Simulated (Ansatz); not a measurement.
Computed properties of Co

```
Co
1.0
     0.00000    1.75666    1.75666
     1.75666    0.00000    1.75666
     1.75666    1.75666    0.00000
Co
1
Direct
  0.00000 0.00000 0.00000
```

The cell is the one relaxed in the Materials Project (mp-102), not relaxed further here; entries there can be hypothetical.

All numbers are computed: DFT, PBE, all-electron LAPW, scalar-relativistic (Ansatz 0.2.0); DFT, PBE, all-electron PAW with datasets made for the crystal, scalar-relativistic (Ansatz 0.2.0).

For LAPW: a Γ-centred 18×18×18 k mesh, Fermi–Dirac smearing of 0.05 eV, basis error target 1 meV/atom, spin-polarised from start moments Co 2 μB. The crystal-made all-electron datasets (AE datasets) take a cutoff of 320 eV at this cell. The Ansatz runs share mesh, smearing and spin set-up. Values come from LAPW unless marked.

```json
{
 "Pressure at this cell": "1.01 GPa",
 "Band gap": "none: bands cross the Fermi level, a metal",
 "Moment of the cell": "1.63 μB",
 "Moments in the spheres": "Co 1.68 μB",
 "Density of states at the Fermi level (0.2 eV bin)": "1.23 states/eV per cell",
 "Contact hyperfine fields (crystal-made datasets)": "Co -25.0 T, core polarisation included, positive along the moment of the spin-up electrons",
 "Volume per atom": "73.2 bohr³"
}
```
